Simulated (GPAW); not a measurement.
# BN (Fmm2) in GPAW: a series of runs

The runs below take BN through dielectric tensor, optical spectrum, with BLYP.

Program: GPAW 26.7.0. These are calculated values, not measurements. Logs are shortened: lines on timing, memory, paths and dates and some standing lists are left out, and cuts for length are marked. The log counts tension as positive stress, the text compression.

### 1 The structure

Symmetry: Fmm2, No. 42, orthorhombic system. The conventional cell has a = 2.503 Å, b = 6.991 Å, c = 4.332 Å, α = 90.00°, β = 90.00°, γ = 90.00°. N (site symmetry mm2) is surrounded by 3 B at 1.44 Å. B (site symmetry mm2) is surrounded by 3 N at 1.44 Å.

Measurements of this composition are mostly on another form, of space group No. 194.

### 2 Dielectric tensor, BLYP

run.py

```python
import numpy as np
from ase import Atoms
from ase.dft.bandgap import bandgap
from ase.io import write
from gpaw import GPAW, PW, setup_paths
from gpaw.response.df import DielectricFunction

setup_paths.insert(0, '.')

atoms = Atoms(['N', 'B'],
              cell=[[0.0, 3.49531583, 2.16609124],
                    [1.2516321, 0.0, 2.16609124],
                    [1.2516321, 3.49531583, 0.0]],
              scaled_positions=[[0.66665134, 0.66665134, 0.33334866],
                                [0.00004865, 0.00004865, 0.99995135]],
              pbc=True)

calc = GPAW(mode=PW(550),
            xc='BLYP',
            kpts={'size': (10, 10, 10), 'gamma': True},
            occupations={'name': 'fermi-dirac', 'width': 0.001},
            nbands=11,
            convergence={'density': 1e-06},
            eigensolver={'name': 'davidson', 'niter': 2},
            maxiter=150,
            txt='gpaw.txt')
atoms.calc = calc
energy = atoms.get_potential_energy()
calc.write('gs.gpw')
write('result.traj', atoms)
print(f'Energy: {energy:.6f} eV')
print('Fermi level:', round(calc.get_fermi_level(), 4), 'eV')
print(f'Gap: {bandgap(calc)[0]:.4f} eV, direct: {bandgap(calc, direct=True)[0]:.4f} eV')

for size in [(14, 14, 14), (20, 20, 20)]:
    name = 'x'.join(str(n) for n in size)
    dense = calc.fixed_density(kpts={'size': size, 'gamma': True},
                               nbands=30, convergence={'bands': 24},
                               update_fermi_level=True, txt=f'dense-{name}.txt')
    dense.write(f'{name}.gpw', mode='all')
    df = DielectricFunction(f'{name}.gpw', frequencies=np.array([0.0]), hilbert=False, eta=0.001,
                            ecut=60, nbands=24, intraband=False, txt=f'df-{name}.txt')
    for xc in ['RPA', 'LR0.2', 'ALDA']:
        for direction in ['x', 'y', 'z', [0, 1, 1], [1, 0, 1], [1, 1, 0]]:
            e0, e = df.get_macroscopic_dielectric_constant(xc=xc, direction=direction)
            print(f'{name} {xc} {direction}: {e0:.4f} without, {e:.4f} with local fields')
```

Potentials or basis: PAW data sets generated in the run's folder for this functional, pw.

Launch:

```console
$ gpaw-setup -f BLYP B N
$ OMP_NUM_THREADS=1 python run.py
```

gpaw.txt:

```text
__  _  _
 | _ |_)|_||  |
 |__||  | ||/\| - 26.7.0

Input parameters:
  mode=PW(ecut=550.0),
  convergence={'density': 1e-06},
  eigensolver=Davidson(niter=2),
  kpts=MonkhorstPack(size=(10, 10, 10), gamma=True),
  maxiter=150,
  nbands=11,
  occupations=Occupations(name='fermi-dirac', width=0.001),
  xc=XC(name='BLYP')

Diagonalizing LCAO Hamiltonian
Converting LCAO to pw mode

       N

       B

Atoms  # Å, Bohr magnetons
|   | symbol |        x |        y |        z |    initial magnetic moments |
|---|--------|----------|----------|----------|-----------------------------|
| 0 |      N | 1.251632 | 3.495316 | 2.888055 | ( 0.0000,  0.0000,  0.0000) |
| 1 |      B | 1.251632 | 3.495316 | 0.000211 | ( 0.0000,  0.0000,  0.0000) |

Unit cell  # Å
| periodic |        x |        y |        z |  lengths |    angles |
|----------|----------|----------|----------|----------|-----------|
|      yes | 0.000000 | 3.495316 | 2.166091 | 4.112078 | 80.289625 |
|      yes | 1.251632 | 0.000000 | 2.166091 | 2.501706 | 36.845822 |
|      yes | 1.251632 | 3.495316 | 0.000000 | 3.712656 | 62.864553 |

Number of symmetries: 4
Symmetry operations  # r_c * U_cc + t_c -> r_c
|   | kind |            matrix            |
|---|------|------------------------------|
| 0 |  σ   |  1, 0, 0,  1, 0,-1,  1,-1, 0 |
| 1 |  E   |  1, 0, 0,  0, 1, 0,  0, 0, 1 |
| 2 |  C2  |  0, 1,-1,  1, 0,-1,  0, 0,-1 |
| 3 |  σ   |  0, 1,-1,  0, 1, 0, -1, 1, 0 |

BZ-sampling:
  Number of BZ points: 1000
  Number of IBZ points: 171

  Monkhorst-Pack size: [10, 10, 10]
  Monkhorst-Pack shift: [0.05, 0.05, 0.05]

K-points  # in reciprocal-cell coordinates
|     |                                coordinates |     weight |
|-----|--------------------------------------------|------------|
|   0 | (  0.00000000,   0.00000000,   0.00000000) | 0.00100000 |
|   1 | (  0.00000000,   0.10000000,   0.10000000) | 0.00200000 |
|   2 | (  0.00000000,   0.20000000,   0.20000000) | 0.00200000 |
|   3 | (  0.00000000,   0.30000000,   0.30000000) | 0.00200000 |
|   4 | (  0.00000000,   0.40000000,   0.40000000) | 0.00200000 |
|   5 | (  0.00000000,   0.50000000,   0.50000000) | 0.00100000 |
|   6 | (  0.10000000,  -0.40000000,   0.50000000) | 0.00200000 |
|   7 | (  0.10000000,   0.00000000,   0.10000000) | 0.00200000 |
|   8 | (  0.10000000,   0.10000000,   0.00000000) | 0.00200000 |
|   9 | (  0.10000000,   0.10000000,   0.10000000) | 0.00800000 |
| ... |                                            |            |
| 170 | (  0.50000000,   0.50000000,   0.50000000) | 0.00400000 |

Plane wave coefficients: 574
Cutoff: 550.0 eV

Spin-components: 1 (collinear spins)
Bands:           11
Projectors:      10
Spin-degeneracy: 2
Datatype:        complex128

Density:
  Valence electrons: 8.0
  Components: 1
  Grid points: [24 24 24]
  Charge: 0.0  # |e|

Potential:
  Grid points: [24 24 24]

species:
  N:
    name:    Nitrogen
    Z:       7.0
    valence: 5
    core:    2
    charge:  0.0  # [|e|]
    compensation charges:
      type: gauss
      rc: 0.18  # [Å]
      lmax: 2
    cutoffs:
      filter: 1.11  # [Å]
      core: 0.96  # [Å]
    projectors
    | kind |    occ | energy [eV] | rcut [Å] |
    |------|--------|-------------|----------|
    |   2s |  2.000 |     -18.447 |    0.603 |
    |   2p |  3.000 |      -7.063 |    0.529 |
    |    s |        |       8.764 |    0.603 |
    |    p |        |      20.148 |    0.529 |
    |    d |        |       0.000 |    0.577 |

    Using partial waves for N as LCAO basis

  B:
    name:    Boron
    Z:       5.0
    valence: 3
    core:    2
    charge:  0.0  # [|e|]
    compensation charges:
      type: gauss
      rc: 0.20  # [Å]
      lmax: 2
    cutoffs:
      filter: 1.14  # [Å]
      core: 1.38  # [Å]
    projectors
    | kind |    occ | energy [eV] | rcut [Å] |
    |------|--------|-------------|----------|
    |   2s |  2.000 |      -9.302 |    0.635 |
    |   2p |  1.000 |      -3.537 |    0.635 |
    |    s |        |      17.909 |    0.635 |
    |    p |        |      23.675 |    0.635 |
    |    d |        |       0.000 |    0.635 |

    Using partial waves for B as LCAO basis

Reference energy: -2154.119193  # eV

eigensolver:
  Davidson
  Converge bands: occupied
  niter=2

density mixing:
  MSR1-Mixer
  Pratt-step length: 0.05
  Maximum mixing coefficient: 0.75
  Old densities: 10
  SVD Regularization: 0.005
  Good broyden scale: 1.0
  Trust region scale: 1.0
  Backstep threshold: 4.0
  History deletion threshold: 6.0
  Fourier metric: weight=20.0, sigma=0.015

occupation numbers:
  Fermi-Dirac:
    width: 0.0010  # eV

poisson solver:
  ecut: 4400.0  # eV

xc functional:
  name: BLYP with 2 nearest neighbor stencil

convergence criteria:
- Maximum integral of absolute [dens]ity change: 1e-06 electrons / valence electron
- Maximum [total energy] change in last 3 cyles: 0.0005 eV / valence electron
- Maximum integral of absolute [eigenst]ate change: 4e-08 eV^2 / valence electron
maximum number of iterations: 150

SCF iterations
|iter     | |      energy | eigst |  dens |
|---------|-|-------------|-------|-------|
|iter:   1| |  -18.156415 | +0.47 |       |
|iter:   2| |  -17.796957 | -1.24 | -0.62 |
|iter:   3| |  -16.403553 | -0.97 | -0.67 |
|iter:   4| |  -16.386006 | -2.38 | -1.34 |
|iter:   5| |  -16.386649 | -3.09 | -1.69 |
|iter:   6| |  -16.386808c| -4.26 | -2.29 |
|iter:   7| |  -16.386813c| -5.37 | -3.28 |
|iter:   8| |  -16.386813c| -6.31 | -3.92 |
|iter:   9| |  -16.386813c| -7.32 | -4.84 |
|iter:  10| |  -16.386813c| -8.25c| -5.62 |
|iter:  11| |  -16.386813c| -9.18c| -6.31c|

Converged in 11 steps
Energy contributions relative to reference atoms: (reference = -2154.119193)

Energy contributions:
  Kinetic:          16.388120
  Coulomb:         -15.951590
  Zero:             -0.040895
  External:          0.000000
  Xc:              -16.782448
  Entropy:          -0.000000
  Spinorbit:         0.000000
  ----------------------------
  Free energy:     -16.386813
  Extrapolated:    -16.386813

dipole moment: (0.000000, 0.000000, -5.777075)  # |e|*Ang

Fermi level: 4.409
Eigenvalues  # (at kpt = [0.000, 0.000, 0.000])
| band index |      eig [eV] | occ [0-2] |
|------------|---------------|-----------|
|          0 |       -13.817 |     2.000 |
|          1 |        -0.425 |     2.000 |
|          2 |         2.516 |     2.000 |
|          3 |         2.516 |     2.000 |
|          4 |         8.870 |     0.000 |
|          5 |        15.600 |     0.000 |
|          6 |        15.657 |     0.000 |
|          7 |        16.972 |     0.000 |
|          8 |        18.527 |     0.000 |
|          9 |        29.879 |     0.000 |
|         10 |        30.657 |     0.000 |

Gap: 3.938 eV
Transition (v -> c):
  (s=0, k=158, n=3, [0.50, 0.40, -0.20]) -> (s=0, k=5, n=4, [0.00, 0.50, 0.50])
Direct/indirect transitions are different
Direct gap: 4.777 eV
Transition at: (s=0, k=3, n=3, [0.00, 0.30, 0.30])
# Writing to gs.gpw (mode='')
```

Run time: 9.5 min. Hardware: 1 thread of Intel Xeon 6975P-C (Granite Rapids), shared host; peak memory 0.94 GiB.

Results:

| Quantity | Value |
| --- | --- |
| Free energy | -16.3868 eV |
| Band gap on the k mesh | 3.94 eV, indirect (least direct gap 4.78 eV) |
| Electronic dielectric tensor (diagonal) | 4.39, 2.30, 4.40 |

Electronic dielectric tensor:
```
4.39 0.00 0.00
0.00 2.30 0.00
0.00 0.00 4.40
```

Caveat: the long-wavelength limit can be off by a per cent or two; the program warned that so skewed a cell can give wrong results. A k mesh can miss the band edges.

### 3 Optical spectrum, BLYP

run.py

```python
from ase import Atoms
from ase.dft.bandgap import bandgap
from ase.io import write
from gpaw import GPAW, PW, setup_paths
from gpaw.response.df import DielectricFunction

setup_paths.insert(0, '.')

atoms = Atoms(['N', 'B'],
              cell=[[0.0, 3.49531583, 2.16609124],
                    [1.2516321, 0.0, 2.16609124],
                    [1.2516321, 3.49531583, 0.0]],
              scaled_positions=[[0.66665134, 0.66665134, 0.33334866],
                                [0.00004865, 0.00004865, 0.99995135]],
              pbc=True)

calc = GPAW(mode=PW(550),
            xc='BLYP',
            kpts={'size': (10, 10, 10), 'gamma': True},
            occupations={'name': 'fermi-dirac', 'width': 0.001},
            nbands=11,
            convergence={'density': 1e-06},
            eigensolver={'name': 'davidson', 'niter': 2},
            maxiter=150,
            txt='gpaw.txt')
atoms.calc = calc
energy = atoms.get_potential_energy()
calc.write('gs.gpw')
write('result.traj', atoms)
print(f'Energy: {energy:.6f} eV')
print('Fermi level:', round(calc.get_fermi_level(), 4), 'eV')
print(f'Gap: {bandgap(calc)[0]:.4f} eV, direct: {bandgap(calc, direct=True)[0]:.4f} eV')

dense = calc.fixed_density(kpts={'size': (22, 22, 22), 'gamma': True},
                           nbands=26, convergence={'bands': 20},
                           update_fermi_level=True, txt='dense.txt')
dense.write('dense.gpw', mode='all')

df = DielectricFunction('dense.gpw', frequencies={'type': 'nonlinear', 'domega0': 0.05, 'omega2': 10},
                        eta=0.15, ecut=60, nbands=20, intraband=False, txt='df.txt')
for direction in ['x', 'y', 'z']:
    df.get_dielectric_function(xc='RPA', direction=direction, filename=f'df_{direction}.csv')
    e0, e = df.get_macroscopic_dielectric_constant(xc='RPA', direction=direction)
    print(f'{direction}: static eps {e0:.4f} without, {e:.4f} with local fields')
```

Potentials or basis: PAW data sets generated in the run's folder for this functional, pw.

Launch:

```console
$ gpaw-setup -f BLYP B N
$ OMP_NUM_THREADS=1 python run.py
```

gpaw.txt:

```text
__  _  _
 | _ |_)|_||  |
 |__||  | ||/\| - 26.7.0

Input parameters:
  mode=PW(ecut=550.0),
  convergence={'density': 1e-06},
  eigensolver=Davidson(niter=2),
  kpts=MonkhorstPack(size=(10, 10, 10), gamma=True),
  maxiter=150,
  nbands=11,
  occupations=Occupations(name='fermi-dirac', width=0.001),
  xc=XC(name='BLYP')

Diagonalizing LCAO Hamiltonian
Converting LCAO to pw mode

       N

       B

Atoms  # Å, Bohr magnetons
|   | symbol |        x |        y |        z |    initial magnetic moments |
|---|--------|----------|----------|----------|-----------------------------|
| 0 |      N | 1.251632 | 3.495316 | 2.888055 | ( 0.0000,  0.0000,  0.0000) |
| 1 |      B | 1.251632 | 3.495316 | 0.000211 | ( 0.0000,  0.0000,  0.0000) |

Unit cell  # Å
| periodic |        x |        y |        z |  lengths |    angles |
|----------|----------|----------|----------|----------|-----------|
|      yes | 0.000000 | 3.495316 | 2.166091 | 4.112078 | 80.289625 |
|      yes | 1.251632 | 0.000000 | 2.166091 | 2.501706 | 36.845822 |
|      yes | 1.251632 | 3.495316 | 0.000000 | 3.712656 | 62.864553 |

Number of symmetries: 4
Symmetry operations  # r_c * U_cc + t_c -> r_c
|   | kind |            matrix            |
|---|------|------------------------------|
| 0 |  σ   |  1, 0, 0,  1, 0,-1,  1,-1, 0 |
| 1 |  E   |  1, 0, 0,  0, 1, 0,  0, 0, 1 |
| 2 |  C2  |  0, 1,-1,  1, 0,-1,  0, 0,-1 |
| 3 |  σ   |  0, 1,-1,  0, 1, 0, -1, 1, 0 |

BZ-sampling:
  Number of BZ points: 1000
  Number of IBZ points: 171

[... 102 lines left out ...]
  History deletion threshold: 6.0
  Fourier metric: weight=20.0, sigma=0.015

occupation numbers:
  Fermi-Dirac:
    width: 0.0010  # eV

poisson solver:
  ecut: 4400.0  # eV

xc functional:
  name: BLYP with 2 nearest neighbor stencil

convergence criteria:
- Maximum integral of absolute [dens]ity change: 1e-06 electrons / valence electron
- Maximum [total energy] change in last 3 cyles: 0.0005 eV / valence electron
- Maximum integral of absolute [eigenst]ate change: 4e-08 eV^2 / valence electron
maximum number of iterations: 150

SCF iterations
|iter     | |      energy | eigst |  dens |
|---------|-|-------------|-------|-------|
|iter:   1| |  -18.156415 | +0.47 |       |
|iter:   2| |  -17.796957 | -1.24 | -0.62 |
|iter:   3| |  -16.403553 | -0.97 | -0.67 |
|iter:   4| |  -16.386006 | -2.38 | -1.34 |
|iter:   5| |  -16.386649 | -3.09 | -1.69 |
|iter:   6| |  -16.386808c| -4.26 | -2.29 |
|iter:   7| |  -16.386813c| -5.37 | -3.28 |
|iter:   8| |  -16.386813c| -6.31 | -3.92 |
|iter:   9| |  -16.386813c| -7.32 | -4.84 |
|iter:  10| |  -16.386813c| -8.25c| -5.62 |
|iter:  11| |  -16.386813c| -9.18c| -6.31c|

Converged in 11 steps
Energy contributions relative to reference atoms: (reference = -2154.119193)

Energy contributions:
  Kinetic:          16.388120
  Coulomb:         -15.951590
  Zero:             -0.040895
  External:          0.000000
  Xc:              -16.782448
  Entropy:          -0.000000
  Spinorbit:         0.000000
  ----------------------------
  Free energy:     -16.386813
  Extrapolated:    -16.386813

dipole moment: (0.000000, 0.000000, -5.777075)  # |e|*Ang

Fermi level: 4.409
Eigenvalues  # (at kpt = [0.000, 0.000, 0.000])
| band index |      eig [eV] | occ [0-2] |
|------------|---------------|-----------|
|          0 |       -13.817 |     2.000 |
|          1 |        -0.425 |     2.000 |
|          2 |         2.516 |     2.000 |
|          3 |         2.516 |     2.000 |
|          4 |         8.870 |     0.000 |
|          5 |        15.600 |     0.000 |
|          6 |        15.657 |     0.000 |
|          7 |        16.972 |     0.000 |
|          8 |        18.527 |     0.000 |
|          9 |        29.879 |     0.000 |
|         10 |        30.657 |     0.000 |

Gap: 3.938 eV
Transition (v -> c):
  (s=0, k=158, n=3, [0.50, 0.40, -0.20]) -> (s=0, k=5, n=4, [0.00, 0.50, 0.50])
Direct/indirect transitions are different
Direct gap: 4.777 eV
Transition at: (s=0, k=3, n=3, [0.00, 0.30, 0.30])
# Writing to gs.gpw (mode='')
```

Wall time 7.2 min (1 thread of Intel Xeon 6975P-C (Granite Rapids), shared host); peak memory 0.91 GiB.

Results:

```
Free energy            : -16.3868 eV
Band gap on the k mesh : 3.94 eV, indirect (least direct gap 4.78 eV)
```

Dielectric function (mean over the directions given):
| energy (eV) | real part | imaginary part |
| --- | --- | --- |
| 0.25 | 3.70 | 0.00 |
| 1.15 | 3.76 | 0.02 |
| 2.18 | 3.96 | 0.04 |
| 3.17 | 4.38 | 0.09 |
| 4.16 | 5.52 | 0.34 |
| 5.16 | 6.26 | 4.44 |
| 6.15 | 0.55 | 4.52 |
| 7.12 | 0.62 | 1.88 |
| 8.16 | 1.40 | 0.99 |
| 9.18 | 2.34 | 0.79 |
| 10.06 | 2.34 | 1.65 |
| 11.09 | 2.16 | 1.27 |
| 12.08 | 2.82 | 1.10 |
| 13.00 | 4.50 | 1.76 |
| 14.10 | 2.73 | 5.06 |
| 15.13 | 0.49 | 3.97 |
| 16.21 | -0.33 | 2.65 |
| 17.36 | -0.24 | 1.76 |
| 18.58 | -0.06 | 1.37 |
| 19.87 | 0.02 | 1.14 |

Caveat: the long-wavelength limit can be off by a per cent or two; independent-particle spectra lack excitons; the program warned that so skewed a cell can give wrong results.
